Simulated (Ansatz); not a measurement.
# SrO: band gap under strain

How does strain move the band edges of SrO built on the rocksalt prototype, and do the functionals agree on it? States: +2.0 % biaxial strain in the (111) plane, free along [111]; +3.0 % biaxial strain in the (111) plane, free along [111]; +4.0 % biaxial strain in the (111) plane, free along [111].

Program: Ansatz 0.2.0. PAW datasets, plane waves. No spin polarisation and no zero-point or thermal motion.

## 1. The cell

The unstrained cell was relaxed with r2SCAN; in each strained cell the atoms were relaxed again with r2SCAN. Names of k-points are those of the unstrained zone, where strain can split equivalent points. First state: +2.0 % biaxial strain in the (111) plane, free along [111].

The symmetry is R-3m (No. 166, trigonal); conventional cell a = 3.721 Å, c = 8.815 Å, 17.62 Å³ an atom. Around Sr lie 6 O at 2.60 Å; around O lie 6 Sr at 2.60 Å.

Coordinates:

```cif
data_structure
_symmetry_space_group_name_H-M 'R-3m:H'
_symmetry_Int_Tables_number 166
_cell_length_a 3.7215
_cell_length_b 3.7215
_cell_length_c 8.8153
_cell_angle_alpha 90.000
_cell_angle_beta 90.000
_cell_angle_gamma 120.000
_cell_volume 105.73
loop_
_atom_site_label
_atom_site_type_symbol
_atom_site_symmetry_multiplicity
_atom_site_Wyckoff_symbol
_atom_site_fract_x
_atom_site_fract_y
_atom_site_fract_z
_atom_site_occupancy
Sr1 Sr 3 a 0.00000 0.00000 0.00000 1
O1 O 3 b 0.33333 0.66667 0.16667 1
```

From earlier runs on the unstrained cell: PBE 3.32 eV, r2SCAN 3.80 eV, HSE06 4.79 eV, r2SCAN+SOC 3.78 eV; a = 5.160 Å.

## 2. +2.0 % biaxial strain in the (111) plane, free along [111]: PBE

Contents of input.yaml:

```yaml
crystal:
  lattice:
    - [-0.0578253663, 2.5736648061, 2.5736648061]
    - [2.5736648061, -0.0578253663, 2.5736648061]
    - [2.5736648061, 2.5736648061, -0.0578253663]
  atoms:
    - { symbol: Sr, position: [0.0, 0.0, 0.0] }
    - { symbol: O, position: [0.5, 0.5, 0.5] }
kpoints:
  mp_grid: { grid: [8, 8, 8] }
  band_path:
    path:
      - [0.0, 0.0, 0.0]
      - [0.5, 0.0, 0.5]
      - [0.625, 0.25, 0.625]
      - [0.375, 0.375, 0.75]
      - [0.5, 0.5, 0.5]
      - [0.5, 0.25, 0.75]
      - [0.0, 0.5, 0.5]
    npoints: 1
hamiltonian:
  xc: pbe
scf:
  occupations: { method: fermi_dirac, width: 0.02 }
  n_extra_bands: 4
output:
  forces: true
  stress: true
  eigenvalues: true
  write_density: true
  write_potential: true
  elf: true
  volumetric_format: npy
```

The run is started by

```sh
> ansatz run input.yaml --threads 2 --pin off --max-ram 20275MiB --backend cpu --events-out ev --progress --plain --runs-dir out
```

After this run come: +2.0 % biaxial strain in the (111) plane, free along [111]: r2SCAN; +2.0 % biaxial strain in the (111) plane, free along [111]: HSE06; +2.0 % biaxial strain in the (111) plane, free along [111]: r2SCAN+SOC; +2.0 % biaxial strain in the (111) plane, free along [111]: r2SCAN; +3.0 % biaxial strain in the (111) plane, free along [111]: PBE; +3.0 % biaxial strain in the (111) plane, free along [111]: r2SCAN; +3.0 % biaxial strain in the (111) plane, free along [111]: HSE06; +3.0 % biaxial strain in the (111) plane, free along [111]: r2SCAN+SOC; +3.0 % biaxial strain in the (111) plane, free along [111]: r2SCAN; +4.0 % biaxial strain in the (111) plane, free along [111]: PBE; +4.0 % biaxial strain in the (111) plane, free along [111]: r2SCAN; +4.0 % biaxial strain in the (111) plane, free along [111]: HSE06; +4.0 % biaxial strain in the (111) plane, free along [111]: r2SCAN+SOC; +4.0 % biaxial strain in the (111) plane, free along [111]: r2SCAN.

Q: Predict the outcome of this session.

**Answer**, as computed:

Least gap in eV (negative: overlap), with the change from the unstrained cell in brackets:

| state | volume change (%) | PBE | r2SCAN | HSE06 |
| --- | --- | --- | --- | --- |
| +2.0 % biaxial strain in the (111) plane, free along [111] | +2.6 | 3.27 (-0.05) | 3.75 (-0.05) | 4.74 (-0.05) |
| +3.0 % biaxial strain in the (111) plane, free along [111] | +3.9 | 3.25 (-0.07) | 3.72 (-0.08) | 4.71 (-0.08) |
| +4.0 % biaxial strain in the (111) plane, free along [111] | +5.2 | 3.22 (-0.10) | 3.69 (-0.11) | 4.67 (-0.12) |

In words: The largest move of the HSE06 gap in the table is -0.122 eV, under +4.0 % biaxial strain in the (111) plane, free along [111]. PBE and HSE06 differ by 1.48 eV on the unstrained gap, and by at most 0.02 eV on its change: PBE follows the response to strain far better than the gap itself.
